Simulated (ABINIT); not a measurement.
# ZrO (Cmmm) in ABINIT: single point with PBEsol

Aim: the single point of ZrO with PBEsol.

All numbers are computed with ABINIT 10.8.3 (patched build); they aren't measurements. Logs are shortened: lines on timing, memory, paths and dates and some standing lists are left out, and cuts for length are marked. The log counts tension as positive stress, the text compression.

### Step 1. The structure

It takes space group Cmmm (No. 65, orthorhombic). The conventional cell has a = 3.653 Å, b = 5.838 Å, c = 2.620 Å, α = 90.00°, β = 90.00°, γ = 90.00°. Zr (site symmetry mmm) has 2 O at 1.83 Å as nearest neighbours. Around O (site symmetry mmm) lie 2 Zr at 1.83 Å.

The cell was built by a generator and needn't be a form met in nature.

### Step 2. Single point, PBEsol, spin-orbit coupling, no magnetisation

run.abi reads:

```
pp_dirpath "./"
pseudos "Zr.GGA_PBE-ansatz.xml, O.GGA_PBE-ansatz.xml"

acell 3*1.0 Angstrom
rprim
     1.8266398600    -2.9188492700     0.0000000000
     1.8266398600     2.9188492700     0.0000000000
     0.0000000000     0.0000000000     2.6199383700
ntypat 2
znucl 40 8
natom 2
typat 1 2
xred
     0.0000000000     0.0000000000     0.0000000000
     0.5000000000     0.5000000000     0.0000000000
chkprim 0
chksymtnons 0
tolsym 1.0e-6

ecut 16.0
pawecutdg 32.0
pawxcdev 0
pawovlp -1

kptopt 4
ngkpt 7 7 8
nshiftk 1
shiftk 0.0 0.0 0.0

ixc -116133

nband 26
occopt 3
tsmear 0.05 eV

nspinor 2
nspden 1
pawspnorb 1

nstep 100
tolvrs 1.0e-9

iomode 3
prtwf 0
prtden 0
prteig 0
prtebands 0
enunit 1
```

Potentials or basis: Ansatz PAW PBE default generated set, frozen core.

Started as:

```bash
$ abinit run.abi > log 2>&1
```

run.abo:

```text
[... set-up lines left out ...]
 ETOT  1  -63.494861709003    -6.349E+01 7.170E-01 1.931E+01
 ETOT  2  -63.612499403277    -1.176E-01 6.946E-02 1.540E+01
 ETOT  3  -63.578090273221     3.441E-02 2.006E-02 4.932E-01
 ETOT  4  -63.577935699836     1.546E-04 1.928E-02 9.839E-02
 ETOT  5  -63.577735237366     2.005E-04 1.909E-03 9.016E-03
 ETOT  6  -63.577713767792     2.147E-05 9.223E-04 2.081E-04
 ETOT  7  -63.577713599637     1.682E-07 1.076E-03 1.168E-05
 ETOT  8  -63.577713595796     3.841E-09 1.067E-03 5.709E-07
 ETOT  9  -63.577713594596     1.200E-09 1.019E-03 3.141E-08
 ETOT 10  -63.577713594611    -1.546E-11 7.354E-04 3.007E-09
 ETOT 11  -63.577713594608     3.233E-12 5.198E-04 4.936E-11

 At SCF step   11       nres2   =  4.94E-11 < tolvrs=  1.00E-09 =>converged.

 Cartesian components of stress tensor (hartree/bohr^3)
  sigma(1 1)= -4.65838440E-03  sigma(3 2)=  0.00000000E+00
  sigma(2 2)=  2.05103811E-04  sigma(3 1)=  0.00000000E+00
  sigma(3 3)= -1.41484018E-03  sigma(2 1)=  0.00000000E+00

--- !ResultsGS
iteration_state: {dtset: 1, }
comment   : Summary of ground state results
lattice_vectors:
- [  3.4518491,  -5.5158257,   0.0000000, ]
- [  3.4518491,   5.5158257,   0.0000000, ]
- [  0.0000000,   0.0000000,   4.9509660, ]
lattice_lengths: [   6.50689,    6.50689,    4.95097, ]
lattice_angles: [ 90.000,  90.000, 115.923, ] # degrees, (23, 13, 12)
lattice_volume:   1.8853078E+02
convergence: {deltae:  3.233E-12, res2:  4.936E-11, residm:  5.198E-04, diffor: null, }
etotal    :  -6.35777136E+01
entropy   :   0.00000000E+00
fermie    :   3.18357892E-01
cartesian_stress_tensor: # hartree/bohr^3
- [ -4.65838440E-03,   0.00000000E+00,   0.00000000E+00, ]
- [  0.00000000E+00,   2.05103811E-04,   0.00000000E+00, ]
- [  0.00000000E+00,   0.00000000E+00,  -1.41484018E-03, ]
pressure_GPa:   5.7549E+01
xred      :
- [  0.0000E+00,   0.0000E+00,   0.0000E+00, Zr]
- [  5.0000E-01,   5.0000E-01,   0.0000E+00,  O]
cartesian_forces: # hartree/bohr
- [ -0.00000000E+00,  -0.00000000E+00,  -0.00000000E+00, ]
- [ -0.00000000E+00,  -0.00000000E+00,  -0.00000000E+00, ]
force_length_stats: {min:   0.00000000E+00, max:   0.00000000E+00, mean:   0.00000000E+00, }
...

 Integrated electronic density in atomic spheres:
 ------------------------------------------------
 Atom  Sphere_radius  Integrated_density
    1        2.63806         11.24506548
    2        1.79524          5.94969191

================================================================================

 ----iterations are completed or convergence reached----

 Mean square residual over all n,k,spin=   39.261E-08; max=  51.979E-05
 reduced coordinates (array xred) for    2 atoms
       0.000000000000      0.000000000000      0.000000000000
       0.500000000000      0.500000000000      0.000000000000
 rms dE/dt=  0.0000E+00; max dE/dt=  0.0000E+00; dE/dt below (all hartree)
    1       0.000000000000      0.000000000000      0.000000000000
    2       0.000000000000      0.000000000000      0.000000000000

 cartesian coordinates (angstrom) at end:
    1      0.00000000000000     0.00000000000000     0.00000000000000
    2      1.82663986000000    -0.00000000000000     0.00000000000000

 cartesian forces (hartree/bohr) at end:
    1     -0.00000000000000    -0.00000000000000    -0.00000000000000
    2     -0.00000000000000    -0.00000000000000    -0.00000000000000
 frms,max,avg= 0.0000000E+00 0.0000000E+00   0.000E+00  0.000E+00  0.000E+00 h/b

 cartesian forces (eV/Angstrom) at end:
    1     -0.00000000000000    -0.00000000000000    -0.00000000000000
    2     -0.00000000000000    -0.00000000000000    -0.00000000000000
 frms,max,avg= 0.0000000E+00 0.0000000E+00   0.000E+00  0.000E+00  0.000E+00 e/A
 length scales=  1.889726125908  1.889726125908  1.889726125908 bohr
              =  1.000000000000  1.000000000000  1.000000000000 angstroms
 Fermi (or HOMO) energy (eV) =   8.66296   Average Vxc (eV)= -11.49641
 Eigenvalues (   eV  ) for nkpt= 107  k points:
 kpt#   1, nband= 26, wtk=  0.00255, kpt=  0.0000  0.0000  0.0000 (reduced coord)
 -40.00013  -40.00013  -19.33541  -19.33541  -17.74187  -17.74187  -16.35962  -16.35962
 -11.69179  -11.69179    3.73009    3.73009    5.03474    5.03474    5.90442    5.90442
   6.60935    6.60935    7.22963    7.22963    7.91948    7.91948   13.93874   13.93874
  14.52342   14.52342
 prteigrs : prtvol=0 or 1, do not print more k-points.

--- !EnergyTerms
iteration_state     : {dtset: 1, }
comment             : Components of total free energy in Hartree
kinetic             :  1.92935285846264E+01
hartree             :  1.26443581414722E+01
xc                  : -8.71439299870819E+00
Ewald energy        : -5.08720456146443E+01
psp_core            :  3.59240743005628E+00
local_psp           : -4.07489762048490E+01
PAW spherical_terms :  1.22773403637021E+00
internal            : -6.35773866256763E+01
'-kT*entropy'       : -3.26278760672260E-04
total_energy        : -6.35777129044370E+01
total_energy_eV     : -1.73003770247873E+03
...

--- !EnergyTermsDC
iteration_state     : {dtset: 1, }
comment             : '"Double-counting" decomposition of free energy'
band_energy         : -6.41884071250004E+00
Ewald energy        : -5.08720456146443E+01
psp_core            :  3.59240743005628E+00
xc_dc               : -1.07413086572719E+01
PAW spherical_terms :  8.62400238512336E-01
internal            : -6.35773873158476E+01
'-kT*entropy'       : -3.26278760672260E-04
total_energy_dc     : -6.35777135946083E+01
total_energy_dc_eV  : -1.73003772125924E+03
...

--- !EnergyTermsWithPAWCore
iteration_state     : {dtset: 1, }
comment             : 'Components of total free energy, including PAW core contributions'
Total energy        : -3.60529227125341E+03
Total energy DC     : -3.60529227194358E+03
Total energy (eV)   : -9.81050005227267E+04
Total energy DC (eV): -9.81050005415072E+04
...

 Cartesian components of stress tensor (hartree/bohr^3)
  sigma(1 1)= -4.65838440E-03  sigma(3 2)=  0.00000000E+00
  sigma(2 2)=  2.05103811E-04  sigma(3 1)=  0.00000000E+00
  sigma(3 3)= -1.41484018E-03  sigma(2 1)=  0.00000000E+00

-Cartesian components of stress tensor (GPa)         [Pressure=  5.7549E+01 GPa]
- sigma(1 1)= -1.37054401E+02  sigma(3 2)=  0.00000000E+00
- sigma(2 2)=  6.03436245E+00  sigma(3 1)=  0.00000000E+00
- sigma(3 3)= -4.16260352E+01  sigma(2 1)=  0.00000000E+00

== END DATASET(S) ==============================================================
================================================================================

 -outvars: echo values of variables after computation  --------
            acell      1.8897261259E+00  1.8897261259E+00  1.8897261259E+00 Bohr
           etotal     -6.3577713595E+01
            fcart     -0.0000000000E+00 -0.0000000000E+00 -0.0000000000E+00
                      -0.0000000000E+00 -0.0000000000E+00 -0.0000000000E+00
            rprim      1.8266398600E+00 -2.9188492700E+00  0.0000000000E+00
                       1.8266398600E+00  2.9188492700E+00  0.0000000000E+00
                       0.0000000000E+00  0.0000000000E+00  2.6199383700E+00
           strten     -4.6583844044E-03  2.0510381075E-04 -1.4148401780E-03
                       0.0000000000E+00  0.0000000000E+00  0.0000000000E+00
           xangst      0.0000000000E+00  0.0000000000E+00  0.0000000000E+00
                       1.8266398600E+00 -7.2973206053E-17  0.0000000000E+00
             xred      0.0000000000E+00  0.0000000000E+00  0.0000000000E+00
                       5.0000000000E-01  5.0000000000E-01  0.0000000000E+00
 Calculation completed.
```

Run time: 2.1 min. Hardware: 1 thread of Intel Xeon Platinum 8375C at 2.90GHz (Ice Lake), shared host; peak memory 0.27 GiB.

Results:

* Free energy: -1730.0377 eV
* Pressure: 57.5 GPa
* Band gap on the k mesh: none (metal or under the smearing width)

Stress tensor (GPa, compression positive):
```
137.05   0.00   0.00
  0.00  -6.03   0.00
  0.00   0.00  41.63
```

Levels at points of the mesh, in eV from the Fermi level:
```csv
k point,band 16,band 17,band 18,band 19,band 20,band 21
"(0.00, 0.00, 0.00)",-2.76,-2.05,-2.05,-1.43,-1.43,-0.74
"(0.00, 0.00, 0.50)",-1.82,-0.31,-0.31,0.29,0.29,0.37
```

Caveat: the atomic spheres overlap; a pressure of tens of GPa on the cell as given is suspect, and the run, the potentials or the cell itself is likely at fault; the PAW data sets were made with another functional, which shifts forces and pressure a little.
